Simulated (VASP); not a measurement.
# AlN (P6_3mc) in VASP: settings compared

One crystal, AlN, is run at these levels: LDA, RPBE+D4, PBEsol, PBE-EpsX, r2SCAN; tasks: evGW quasiparticle levels, chemical shielding, dielectric tensor, optical spectrum, phonons.

All numbers are computed with VASP 6.6.1; they aren't measurements. Logs are shortened: lines on timing, memory, paths and dates and some standing lists are left out, and cuts for length are marked.

### Step 1. The structure

The structure is hexagonal, space group P6_3mc (No. 186). The conventional cell has a = 3.113 Å, b = 3.113 Å, c = 4.981 Å, α = 90.00°, β = 90.00°, γ = 120.00°. Around Al (site symmetry 3m) lie 4 N at 1.89 Å. Around N (site symmetry 3m) lie 4 Al at 1.89 Å.

### Step 2. EvGW quasiparticle levels, LDA

POSCAR reads:

```
AlN
1.0
    3.1130000000      0.0000000000      0.0000000000
   -1.5565000000      2.6959370820      0.0000000000
    0.0000000000      0.0000000000      4.9810000000
Al N
2 2
Direct
    0.6666666667      0.3333333333      0.5000000000
    0.3333333333      0.6666666667      0.0000000000
    0.6666666667      0.3333333333      0.8800000000
    0.3333333333      0.6666666667      0.3800000000
```

INCAR.step1 reads:

```
ALGO = Normal
EDIFF = 1E-8
ENCUT = 500
GGA = CA
ISMEAR = 0
LASPH = T
LCHARG = F
LREAL = F
LWAVE = T
NELM = 100
PREC = Accurate
SIGMA = 0.01
```

INCAR.step2 reads:

```
ALGO = Exact
EDIFF = 1E-8
ENCUT = 500
GGA = CA
ISMEAR = 0
ISTART = 1
LASPH = T
LCHARG = F
LOPTICS = T
LREAL = F
LWAVE = T
NBANDS = 182
NELM = 1
PREC = Accurate
SIGMA = 0.01
```

INCAR.step3 reads:

```
ALGO = EVGW
EDIFF = 1E-8
ENCUT = 500
ENCUTGW = 150
GGA = CA
ISMEAR = 0
ISTART = 1
LASPH = T
LCHARG = F
LREAL = F
LWAVE = F
NBANDS = 182
NBANDSGW = 16
NELMGW = 4
NOMEGA = 64
PREC = Accurate
PRECFOCK = Fast
SIGMA = 0.01
```

KPOINTS reads:

```
k-points
0
Gamma
  5 5 3
```

Potentials or basis: VASP PAW LDA potentials, release 64 (Al_GW, N_GW).

Run with:

```console
$ cat potpaw_LDA.64/Al_GW/POTCAR potpaw_LDA.64/N_GW/POTCAR > POTCAR
$ cp INCAR.step1 INCAR
$ mpirun -np 1 vasp_std > vasp.out
$ cp INCAR.step2 INCAR
$ mpirun -np 1 vasp_std > vasp.out
$ cp INCAR.step3 INCAR
$ mpirun -np 1 vasp_std > vasp.out
```

OUTCAR:

```text
EDIFF = 1E-8
   ENCUT = 500
   ENCUTGW = 150
   GGA = CA
   ISMEAR = 0
   ISTART = 1
   LASPH = T
   LREAL = F
   NELMGW = 4
   PREC = Accurate
   PRECFOCK = Fast

 ion  position               nearest neighbor table
   1  0.667  0.333  0.500-   3 1.89   4 1.89   4 1.89   4 1.89
   2  0.333  0.667  0.000-   4 1.89   3 1.89   3 1.89   3 1.89
   3  0.667  0.333  0.880-   1 1.89   2 1.89   2 1.89   2 1.89
   4  0.333  0.667  0.380-   2 1.89   1 1.89   1 1.89   1 1.89

  LATTYP: Found a hexagonal cell.
 ALAT       =     3.1130000000
 C/A-ratio  =     1.6000642467

  Lattice vectors:

 A1 = (   3.1130000000,   0.0000000000,   0.0000000000)
 A2 = (  -1.5565000000,   2.6959370820,   0.0000000000)
 A3 = (   0.0000000000,   0.0000000000,   4.9810000000)

Analysis of symmetry for initial positions (statically):
=====================================================================
 Subroutine PRICEL returns:
 Original cell was already a primitive cell.

 Routine SETGRP: Setting up the symmetry group for a
 hexagonal supercell.

 Subroutine GETGRP returns: Found 12 space group operations
 (whereof  6 operations were pure point group operations)
 out of a pool of 24 trial point group operations.

The static configuration has the point symmetry C_3v.
 The point group associated with its full space group is C_6v.

Analysis of symmetry for dynamics (positions and initial velocities):
=====================================================================
 Subroutine PRICEL returns:
 Original cell was already a primitive cell.

 Routine SETGRP: Setting up the symmetry group for a
 hexagonal supercell.

 Subroutine GETGRP returns: Found 12 space group operations
 (whereof  6 operations were pure point group operations)
 out of a pool of 24 trial point group operations.

The dynamic configuration has the point symmetry C_3v.
 The point group associated with its full space group is C_6v.

 Subroutine INISYM returns: Found 12 space group operations
 (whereof  6 operations are pure point group operations),
 and found     1 'primitive' translations

----------------------------------------------------------------------------------------

                                     Primitive cell

  volume of cell :      41.8028

  direct lattice vectors                    reciprocal lattice vectors
     3.113000000  0.000000000  0.000000000     0.321233537  0.185464269  0.000000000
    -1.556500000  2.695937082  0.000000000     0.000000000  0.370928538  0.000000000
     0.000000000  0.000000000  4.981000000     0.000000000  0.000000000  0.200762899

  length of vectors
     3.113000000  3.113000000  4.981000000     0.370928538  0.370928538  0.200762899

  position of ions in fractional coordinates (direct lattice)
     0.666666667  0.333333333  0.500000000
     0.333333333  0.666666667  0.000000000
     0.666666667  0.333333333  0.880000000
     0.333333333  0.666666667  0.380000000

  ion indices of the primitive-cell ions
   primitive index   ion index
                 1           1
                 2           2
                 3           3
                 4           4

----------------------------------------------------------------------------------------

 KPOINTS: k-points

Automatic generation of k-mesh.
 Grid dimensions read from file:
 generate k-points for:    5    5    3

 Generating k-lattice:

  Cartesian coordinates                     Fractional coordinates (reciprocal lattice)
     0.064246707  0.037092854  0.000000000     0.200000000  0.000000000  0.000000000
     0.000000000  0.074185708  0.000000000     0.000000000  0.200000000  0.000000000
     0.000000000  0.000000000  0.066920966     0.000000000  0.000000000  0.333333333

  Length of vectors
     0.074185708  0.074185708  0.066920966

  Shift w.r.t. Gamma in fractional coordinates (k-lattice)
     0.000000000  0.000000000  0.000000000

 Subroutine IBZKPT returns following result:
 ===========================================

 Found     10 irreducible k-points:

 Following reciprocal coordinates:
            Coordinates               Weight
  0.000000  0.000000  0.000000      1.000000
  0.200000 -0.000000  0.000000      6.000000
  0.400000  0.000000  0.000000      6.000000
  0.200000  0.200000  0.000000      6.000000
  0.400000  0.200000  0.000000      6.000000
  0.000000  0.000000  0.333333      2.000000
  0.200000 -0.000000  0.333333     12.000000
  0.400000  0.000000  0.333333     12.000000
  0.200000  0.200000  0.333333     12.000000
  0.400000  0.200000  0.333333     12.000000
   k-points           NKPTS =     10   k-points in BZ     NKDIM =     75   number of bands    NBANDS=    182
   number of dos      NEDOS =    301   number of ions     NIONS =      4
   total plane-waves  NPLWV =  20736
   dimension x,y,z NGX =    24 NGY =   24 NGZ =   36
   dimension x,y,z NGXF=    48 NGYF=   48 NGZF=   72
   ions per type =               2   2
   NGX,Y,Z   is equivalent  to a cutoff of  12.82, 12.82, 12.02 a.u.
   NGXF,Y,Z  is equivalent  to a cutoff of  25.63, 25.63, 24.03 a.u.
 SYSTEM =  unknown system
   PREC   = accura    normal or accurate (medium, high low for compatibility)
   ISTART =      1    job   : 0-new  1-cont  2-samecut
   ICHARG =      0    charge: 1-file 2-atom 10-const
   ISPIN  =      1    spin polarized calculation?
   LNONCOLLINEAR =      F non collinear calculations
   LSORBIT =      F    spin-orbit coupling
   LASPH  =      T    aspherical Exc in radial PAW
   ENCUT  =  500.0 eV  36.75 Ry    6.06 a.u.   5.68  5.68  9.08*2*pi/ulx,y,z
   NELM   =     60;   NELMIN=  2; NELMDL=  0     # of ELM steps
   EDIFF  = 0.1E-07   stopping-criterion for ELM
   LREAL  =      F    real-space projection
   EDIFFG = 0.1E-06   stopping-criterion for IOM
   NSW    =      0    number of steps for IOM
   IBRION =     -1    ionic relax: 0-MD 1-quasi-New 2-CG
   NFREE  =      0    steps in history (QN), initial steepest desc. (CG)
   ISIF   =      0    stress and relaxation
   ISYM   =      3    0-nonsym 1-usesym 2-fastsym
   POTIM  = 0.5000    time-step for ionic-motion
   TEBEG  =    0.0;   TEEND  =   0.0 temperature during run
   PSTRESS=    0.0 pullay stress
   NELECT =      16.0000    total number of electrons
   NUPDOWN=      -1.0000    fix difference up-down
   EMIN   =  10.00;   EMAX   =-10.00  energy-range for DOS
   EFERMI =   0.00;   METHOD = LEGACY
   ISMEAR =     0;   SIGMA  =   0.01  broadening in eV -4-tet -1-fermi 0-gaus
   EFERMI_NEDOS =   21; number of points for ismear=-14 and -15
   IALGO  =     38    algorithm
   IMIX   =      4    mixing-type and parameters
     AMIX     =   0.40;   BMIX     =  1.00
     AMIX_MAG =   1.60;   BMIX_MAG =  1.00
  volume/ion in A,a.u.               =      10.45        70.52
  Fermi-wavevector in a.u.,A,eV,Ry     =   1.188629  2.246183 19.222843  1.412839
  Thomas-Fermi vector in A             =   2.324754
   LORBIT       =      0    0 simple, 1 ext, 2 COOP (PROOUT), +10 PAW based schemes
   GGA     = CA    functional components
   LHFCALC =     T    Hartree Fock is set to
   PRECFOCK=fast      Normal, Fast or Accurate (Low or Medium for compatibility)
   ENCUT4O =  -1.0   cutoff for four orbital integrals eV
   NKREDX  =     1    reduce k-point grid by
   NKREDY  =     1    reduce k-point grid by
   NKREDZ  =     1    reduce k-point grid by
   AEXX    =    1.0000 exact exchange contribution
   HFSCREEN=    0.0000 screening length (either q_TF or 0.3 A-1)
   HFSCREENC=   0.0000 screening length for correlation (either q_TF or 0.3 A-1)
   ENCUTFOCK=  -1.0 apply spherical cutoff to Coloumb kernel
   IVDW    =     0    specifies the selected vdW correction
   LEPSILON=     F    determine dielectric tensor
   LRPA    =     F    only Hartree local field effects (RPA)
   LRPAFORCE           =     F    calculate RPA forces
   ENCUTGW             = 150.0    cutoff for response function in eV
   ENCUTGWSOFT         = 120.0    soft cutoff for Coulomb kernel in GW response function in eV
   ENCUTLF             =  -1.0    cutoff for local field effects
   NELMGW              =     4    number of iterations in solving QP/BSE equation
   NELMHF              =     1    number of iterations in the inner HF iteration
   NKREDLFX            =     1    NKREDLFY  =   1   NKREDLFZ  =   1
 non-spin polarized calculation
 Gauss-broadening in eV      SIGMA  =   0.01
  energy-cutoff  :      500.00
  volume of cell :       41.80
 maximum number of plane-waves:      1087
 NGX is ok and might be reduce to    24
  NGX = 14; NGY = 14; NGZ = 24
   NGX = 11   NGY = 11   NGZ = 19
 maximum number of plane-waves:       179
 NGX is ok and might be reduce to    14

 QP shifts <psi_nk| G(iteration)W_0 |psi_nk>: iteration 1
 for sc-GW calculations column KS-energies equals QP-energies in previous step
 and V_xc(KS)=  KS-energies - (<T + V_ion + V_H > + <T+V_H+V_ion>^1  + <V_x>^1)

 k-point   1 :       0.0000    0.0000    0.0000
  band No.  KS-energies  QP-energies   sigma(KS)   V_xc(KS)     V^pw_x(r,r')   Z            occupation Imag(sigma)

      1     -10.0138     -11.5147     -16.7534     -14.6791     -24.5674       0.7235       2.0000       1.1880
      2      -7.7916      -9.2140     -18.1485     -16.1561     -25.6749       0.7139       2.0000       0.9385
      3      -1.0435      -2.1108     -14.3694     -12.8883     -18.4809       0.7206       2.0000       0.1509
      4       4.1537       3.3280     -17.5093     -16.4413     -20.5505       0.7731       2.0000       0.0608
      5       4.1537       3.3280     -17.5093     -16.4413     -20.5505       0.7731       2.0000       0.0608
      6       4.8126       4.0660     -17.8607     -16.9002     -20.7546       0.7773       2.0000       0.0571
[... 176 lines left out ...]
      3      -0.3314      -1.4105     -14.7354     -13.2644     -18.6273       0.7336       2.0000       0.1204
      4       0.1348      -0.9285     -15.0548     -13.6159     -18.8483       0.7389       2.0000       0.1097
      5       1.5251       0.4953     -15.4470     -14.0899     -18.8237       0.7588       2.0000       0.0811
      6       2.4476       1.4710     -16.0058     -14.7321     -19.2083       0.7667       2.0000       0.0705
[... 8 lines left out ...]
     15      18.0022      19.3214     -10.8560     -12.5607      -5.3401       0.7739       0.0000      -0.1548
     16      19.3654      20.6356     -10.2100     -11.8556      -4.3619       0.7719       0.0000      -0.2267

 QP shifts <psi_nk| G(iteration)W_0 |psi_nk>: iteration 2

 k-point   1 :       0.0000    0.0000    0.0000
  band No. old QP-enery  QP-energies   sigma(KS)   T+V_ion+V_H  V^pw_x(r,r')   Z            occupation Imag(sigma)

      1     -11.5147     -12.1487     -17.0358       4.6653     -24.5674       0.7408       2.0000       0.9692
      2      -9.2140      -9.8644     -18.4346       8.3645     -25.6749       0.7598       2.0000       0.7566
      3      -2.1108      -2.6504     -14.6613      11.8449     -18.4809       0.7647       2.0000       0.0964
      4       3.3280       3.0083     -17.6663      20.5950     -20.5505       0.8006       2.0000       0.0489
      5       3.3280       3.0083     -17.6663      20.5950     -20.5505       0.8006       2.0000       0.0489
      6       4.0660       3.7716     -18.0127      21.7128     -20.7546       0.8046       2.0000       0.0460
[... 176 lines left out ...]
      3      -1.4105      -1.9082     -14.9864      12.9330     -18.6273       0.7741       2.0000       0.0845
      4      -0.9285      -1.4028     -15.2888      13.7507     -18.8483       0.7779       2.0000       0.0794
      5       0.4953       0.0932     -15.6280      15.6150     -18.8237       0.7911       2.0000       0.0615
      6       1.4710       1.1040     -16.1695      17.1797     -19.2083       0.7966       2.0000       0.0546
[... 8 lines left out ...]
     15      19.3214      19.7475     -10.7062      30.5629      -5.3401       0.7961       0.0000      -0.1071
     16      20.6356      21.0707     -10.0368      31.2209      -4.3619       0.7932       0.0000      -0.1517

 QP shifts <psi_nk| G(iteration)W_0 |psi_nk>: iteration 3

 k-point   1 :       0.0000    0.0000    0.0000
  band No. old QP-enery  QP-energies   sigma(KS)   T+V_ion+V_H  V^pw_x(r,r')   Z            occupation Imag(sigma)

      1     -12.1487     -12.3837     -17.1278       4.6653     -24.5674       0.7488       2.0000       0.9128
      2      -9.8644     -10.0758     -18.5061       8.3645     -25.6749       0.7627       2.0000       0.7078
      3      -2.6504      -2.8215     -14.7161      11.8449     -18.4809       0.7748       2.0000       0.0892
      4       3.0083       2.9043     -17.7153      20.5950     -20.5505       0.8085       2.0000       0.0457
      5       3.0083       2.9043     -17.7153      20.5950     -20.5505       0.8085       2.0000       0.0457
      6       3.7716       3.6748     -18.0605      21.7128     -20.7546       0.8115       2.0000       0.0431
[... 176 lines left out ...]
      3      -1.9082      -2.0652     -15.0414      12.9330     -18.6273       0.7841       2.0000       0.0782
      4      -1.4028      -1.5530     -15.3442      13.7507     -18.8483       0.7874       2.0000       0.0738
      5       0.0932      -0.0346     -15.6816      15.6150     -18.8237       0.7998       2.0000       0.0569
      6       1.1040       0.9865     -16.2217      17.1797     -19.2083       0.8047       2.0000       0.0506
[... 8 lines left out ...]
     15      19.7475      19.8691     -10.6639      30.5629      -5.3401       0.8025       0.0000      -0.0984
     16      21.0707      21.1982      -9.9903      31.2209      -4.3619       0.7975       0.0000      -0.1353

 QP shifts <psi_nk| G(iteration)W_0 |psi_nk>: iteration 4

 k-point   1 :       0.0000    0.0000    0.0000
  band No. old QP-enery  QP-energies   sigma(KS)   T+V_ion+V_H  V^pw_x(r,r')   Z            occupation Imag(sigma)

      1     -12.3837     -12.4608     -17.1512       4.6653     -24.5674       0.7537       2.0000       0.9009
      2     -10.0758     -10.1453     -18.5312       8.3645     -25.6749       0.7646       2.0000       0.6932
      3      -2.8215      -2.8726     -14.7322      11.8449     -18.4809       0.7762       2.0000       0.0872
      4       2.9043       2.8725     -17.7299      20.5950     -20.5505       0.8104       2.0000       0.0447
      5       2.9043       2.8725     -17.7299      20.5950     -20.5505       0.8104       2.0000       0.0447
      6       3.6748       3.6452     -18.0744      21.7128     -20.7546       0.8135       2.0000       0.0426
[... 175 lines left out ...]
      2      -9.6133      -9.6857     -18.8489       9.1396     -25.9410       0.7539       2.0000       0.6309
      3      -2.0652      -2.1120     -15.0577      12.9330     -18.6273       0.7864       2.0000       0.0766
      4      -1.5530      -1.5979     -15.3606      13.7507     -18.8483       0.7896       2.0000       0.0723
      5      -0.0346      -0.0731     -15.6976      15.6150     -18.8237       0.8021       2.0000       0.0556
      6       0.9865       0.9509     -16.2373      17.1797     -19.2083       0.8073       2.0000       0.0496
[... 8 lines left out ...]
     15      19.8691      19.9032     -10.6515      30.5629      -5.3401       0.8047       0.0000      -0.0960
     16      21.1982      21.2349      -9.9768      31.2209      -4.3619       0.7992       0.0000      -0.1310
```

Run time: 13 min. Hardware: 1 thread of Intel Xeon Platinum 8559C (Emerald Rapids), shared host; peak memory 0.47 GiB.

What came out:

- Band gap on the k mesh, mean-field level: 4.24 eV, direct
- Quasiparticle gap: 6.55 eV
- Least direct quasiparticle gap: 6.55 eV

Quasiparticle gap after each update of the energies (eV): 5.83, 6.35, 6.50, 6.55

Caveat: the k mesh is coarse (spacing up to 0.47 Å⁻¹), so the values aren't converged; bands, screening cutoff and mesh are small and nothing is extrapolated, so the quasiparticle values aren't converged.

(Continued in part 2 of 3.)
